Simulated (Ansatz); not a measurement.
# ZrN: the cost of one run

Method: DFT PBEsol, scalar-relativistic, plane waves, PAW, in Ansatz 0.2.0.

1 further run of the same task is left out (set aside as unsound or not needed).

### Step 1. The structure to begin with

It takes space group Fm-3m (No. 225, cubic). Conventional cell: a = 4.552 Å, b = 4.552 Å, c = 4.552 Å, α = 90.00°, β = 90.00°, γ = 90.00°. Around Zr (site symmetry m-3m) lie 6 N at 2.28 Å. N (site symmetry m-3m) has 6 Zr at 2.28 Å as nearest neighbours.

Structure file:

```
CELL_PARAMETERS angstrom
0.00000 2.27609 2.27609
2.27609 0.00000 2.27609
2.27609 2.27609 0.00000
ATOMIC_POSITIONS crystal
Zr 0.00000 0.00000 0.00000
N 0.50000 0.50000 0.50000
```

This cell was relaxed beforehand with the same method: volume 11.79 Å³/atom, gap on the mesh none (metal).

The bulk reference comes from a run made before at the same settings: -2255.4877 eV/atom.

### Step 2. The (111) slab

Planes are indexed in the bulk's conventional cell (Fm-3m (No. 225)), a = 4.552 Å, b = 4.552 Å, c = 4.552 Å, α = 90.00°, β = 90.00°, γ = 90.00°.

The slab is a (111) slab, 11.8 Å thick as cut, with 15 Å of vacuum; its outer planes are Zr (top) and N (bottom).

The slab as cut. Its planes from the bottom up:

| plane | atoms per cell | height over the lowest (Å) |
| --- | --- | --- |
| 1 | N | 0.00 |
| 2 | Zr | 1.31 |
| 3 | N | 2.63 |
| 4 | Zr | 3.94 |
| 5 | N | 5.26 |
| 6 | Zr | 6.57 |
| 7 | N | 7.88 |
| 8 | Zr | 9.20 |
| 9 | N | 10.51 |
| 10 | Zr | 11.83 |

### Step 3. The slab as cut, atoms at the bulk's places

A dipole layer in the vacuum cancels the field that periodic copies would set up if the slab's two faces differ.

Contents of input.yaml:

```yaml
crystal:
  lattice:
    - [3.2188796041, 0.0, 0.0]
    - [-1.6094398021, 2.7876315089, 0.0]
    - [0.0, 0.0, 26.8269188604]
  atoms:
    - { symbol: "N", position: [0.3333333333, 0.6666666667, 0.2795699364] }
    - { symbol: Zr, position: [0.6666666667, 0.3333333333, 0.328554395] }
    - { symbol: "N", position: [0.0, 0.0, 0.3775388536] }
    - { symbol: Zr, position: [0.3333333333, 0.6666666667, 0.4265233121] }
    - { symbol: "N", position: [0.6666666667, 0.3333333333, 0.4755077707] }
    - { symbol: Zr, position: [0.0, 0.0, 0.5244922293] }
    - { symbol: "N", position: [0.3333333333, 0.6666666667, 0.5734766879] }
    - { symbol: Zr, position: [0.6666666667, 0.3333333333, 0.6224611464] }
    - { symbol: "N", position: [0.0, 0.0, 0.671445605] }
    - { symbol: Zr, position: [0.3333333333, 0.6666666667, 0.7204300636] }
basis:
  ecutwfc: 420
kpoints:
  mp_grid: { grid: [12, 12, 1] }
hamiltonian:
  xc: pbesol
scf:
  occupations: { method: gaussian, width: 0.1 }
output:
  forces: true
  stress: true
  eigenvalues: true
  write_density: true
  write_potential: true
  elf: true
  volumetric_format: npy
efield:
  axis: 3
  dipole_correction: true
  ramp_width: 0.04
```

Command:

```bash
$ ansatz run input.yaml --threads 1 --pin off --max-ram 2560MiB --backend cpu --events-out ev --progress --plain --runs-dir out
```

Q: Estimate wall time and peak memory on 1 thread of AMD EPYC 9R45 (Zen 5), shared host.

About 12 s, with a peak of 0.55 GiB.
